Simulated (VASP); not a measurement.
Ta:

```
CELL_PARAMETERS angstrom
0.00000 2.08834 2.08834
2.08834 0.00000 2.08834
2.08834 2.08834 0.00000
ATOMIC_POSITIONS crystal
Ta 0.00000 0.00000 0.00000
```

This isn't the form of Ta at room conditions, which is bcc.

Base run:

* Program: VASP 6.6.1
* Functional: PBEsol
* Potentials or basis: VASP PAW PBE potentials, release 64 (Ta_pv)
* Cutoff: 700 eV
* k mesh: 18 × 18 × 18
* Occupations: gaussian, width 0.1 eV
* Spin: no spin polarisation

Its results: band gap on the k mesh none (metal or under the smearing width); pressure 0.0 GPa.

**Question.** The run is repeated on the same cell with these changes: functional from PBEsol to r2SCAN; cutoff from 700 eV to 520 eV. What comes out?

**Answer.** Band gap on the k mesh none (metal or under the smearing width); pressure 5.1 GPa.

Caveats: the PAW data sets were made with another functional, which shifts forces and pressure a little.

Not every run made on this cell is shown here.
